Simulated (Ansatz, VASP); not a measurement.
Two plane-wave programs on Ge

POSCAR

```
Ge
1.0
    1.3971490000     -2.6005160000      0.0000000000
    1.3971490000      2.6005160000      0.0000000000
    0.0000000000      0.0000000000      2.6982310000
Ge
1
Direct
    0.5000000000      0.5000000000      0.0000000000
```

File INCAR.step1:

```
  PREC = Accurate
  ENCUT = 520
  ISMEAR = 0
  SIGMA = 0.15
  LREAL = F
  LASPH = T
  NELM = 100
  NBANDS = 13
  GGA = PE
  ALGO = Normal
  EDIFF = 1E-4
  LWAVE = T
  LCHARG = F
```

File INCAR.step2:

```
  PREC = Accurate
  ENCUT = 520
  EDIFF = 1E-6
  ISMEAR = 0
  SIGMA = 0.15
  LREAL = F
  LASPH = T
  NELM = 100
  ALGO = Normal
  ISIF = 2
  LWAVE = F
  LCHARG = F
  METAGGA = R2SCAN
  LMIXTAU = T
  NBANDS = 13
  ISTART = 1
```

The input KPOINTS:

```
regular mesh
0
Gamma
  22 22 20
```

Input for Ansatz:

```yaml
crystal:
  lattice:
    - [1.397149, -2.600516, 0.0]
    - [1.397149, 2.600516, 0.0]
    - [0.0, 0.0, 2.698231]
  atoms:
    - { symbol: Ge, position: [0.5, 0.5, 0.0] }
basis:
  ecutwfc: 500
kpoints:
  mp_grid: { grid: [22, 22, 20] }
hamiltonian:
  xc: r2scan
scf:
  occupations: { method: gaussian, width: 0.15 }
output:
  forces: true
  stress: true
  eigenvalues: true
```

This isn't the form of Ge at room conditions, which is diamond.

Alike in both runs: task single point; functional r2SCAN; k mesh 22 × 22 × 20; occupations gaussian, width 0.15 eV; no spin polarisation.

|  | VASP | Ansatz |
| --- | --- | --- |
| version | VASP 6.6.1 | Ansatz 0.2.0 |
| potentials or method | VASP PAW PBE potentials, release 64 (Ge_d) | scalar-relativistic, plane waves, PAW |
| plane-wave cutoff (eV) | 520 | 500 |
| valence electrons in the cell | 14 | 14 |

|  | VASP | Ansatz | Ansatz less VASP |
| --- | --- | --- | --- |
| gap on the k mesh at the Fermi level (eV) | none | none | - |
| pressure (GPa) | -3.4 | -3.2 | +0.22 |
| largest component of the traceless stress (GPa) | 1.51 | 1.52 | +0.011 |

A gap of «none» marks a metal or a gap that the smearing closes.

Caveats: the PAW data sets were made with another functional, which shifts forces and pressure a little (VASP).
